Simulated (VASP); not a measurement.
SnS, 8 atoms in the cell. Symmetry: Pnma, No. 62, orthorhombic system. The conventional cell has a = 11.102 Å, b = 3.986 Å, c = 4.230 Å, α = 90.00°, β = 90.00°, γ = 90.00°. Around Sn (site symmetry m) lie 3 S at 2.63 to 2.68 Å. Around S (site symmetry m) lie 3 Sn at 2.63 to 2.68 Å. 

| Item | Value |
| --- | --- |
| Program | VASP 6.6.1 |
| Task | band structure |
| Functional | PBE |
| Potentials or basis | VASP PAW PBE potentials, release 64 (Sn_d, S) |
| Cutoff | 520 eV |
| k mesh | 2 × 4 × 4 |
| Occupations | gaussian, width 0.03 eV |
| Spin | no spin polarisation |
| Grid for exact exchange (PRECFOCK) | Fast |
| Further INCAR settings | ALGO = Fast; EDIFF = 1e-07 |

Potentials or basis: VASP PAW PBE potentials, release 64 (Sn_d, S).

The run is started by

```bash
$ cat potpaw_PBE.64/Sn_d/POTCAR potpaw_PBE.64/S/POTCAR > POTCAR
$ mpirun -np 4 vasp_std > vasp.out
```

Hardware: 4 MPI ranks on Intel(R) Xeon(R) Platinum 8488C (Sapphire Rapids) (shared host).

Task: How long does it take, and how much memory?

Result: Wall time 52 s on 4 MPI ranks on Intel(R) Xeon(R) Platinum 8488C (Sapphire Rapids), on a shared host, peak memory 0.4 GiB a rank. Counts: scf iterations 31, k points 18.
